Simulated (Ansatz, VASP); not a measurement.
TiC in VASP and in Ansatz

INCAR

```
PREC = Accurate
ENCUT = 520
EDIFF = 1E-7
ISMEAR = -1
SIGMA = 0.05
LREAL = F
LASPH = T
NELM = 150
ALGO = Normal
ISIF = 2
LWAVE = F
LCHARG = F
LMAXMIX = 4
LDAU = T
LDAUTYPE = 2
LDAUL = 2 -1
LDAUU = 6 0
LDAUJ = 0 0
LDAUPRINT = 1
GGA = PS
NBANDS = 15
```

Contents of KPOINTS:

```
Automatic mesh
0
Gamma
  11 11 11
```

File POSCAR:

```
TiC
1.0
    0.0000000000      2.1657188437      2.1657188437
    2.1657188437      0.0000000000      2.1657188437
    2.1657188437      2.1657188437      0.0000000000
Ti C
1 1
Direct
    0.0000000000      0.0000000000      0.0000000000
    0.5000000000      0.5000000000      0.5000000000
```

input.yaml

```yaml
crystal:
  lattice:
    - [0.0, 2.1657188437, 2.1657188437]
    - [2.1657188437, 0.0, 2.1657188437]
    - [2.1657188437, 2.1657188437, 0.0]
  atoms:
    - { symbol: Ti, position: [0.0, 0.0, 0.0] }
    - { symbol: C, position: [0.5, 0.5, 0.5] }
kpoints:
  mp_grid: { grid: [11, 11, 11] }
scf:
  occupations: { method: fermi_dirac, width: 0.05 }
hamiltonian:
  xc: pbesol
  pseudopotentials: { kind: all_electron, lapw: { basis_error: 0.001 } }
  hubbard:
    sites: [{ species: Ti, l: d, u_eff: 6 }]
    double_counting: fll
    projectors: ortho-atomic
output:
  forces: true
  stress: true
  eigenvalues: true
  dos: { projected: false, de: 0.1, e_range: [-14, 8] }
  hubbard: {}
```

Alike in both runs: functional PBEsol; k mesh 11 × 11 × 11; occupations fermi-dirac, width 0.05 eV; no spin polarisation; Hubbard terms Ti d U = 6.0 eV.

```csv
,VASP,Ansatz
version,VASP 6.6.1,Ansatz 0.2.0
potentials or method,"VASP PAW PBE potentials, release 64 (Ti_sv, C)","all-electron LAPW, scalar-relativistic"
plane-wave cutoff (eV),520,see its input
task,single point,density of states
```

```tsv
	VASP	Ansatz	Ansatz less VASP
gap on the k mesh at the Fermi level (eV)	none	none	-
pressure (GPa)	11.1	4.4	-6.69
```

The programs project onto different local orbitals, so the same U acts differently. A gap of «none» marks a metal or a gap that the smearing closes. Ansatz ran all-electron here, so the differences hold the error of VASP's frozen core and of both bases.

Caveats: U without spin polarisation on a metal has little footing; the U is typed as a test and isn't derived for this compound; the PAW data sets were made with another functional, which shifts forces and pressure a little (VASP); U is the effective U less J, on atomic orbitals that reach past the spheres (Ansatz); the density of states is complete only up to the lowest level of the last band computed (Ansatz).
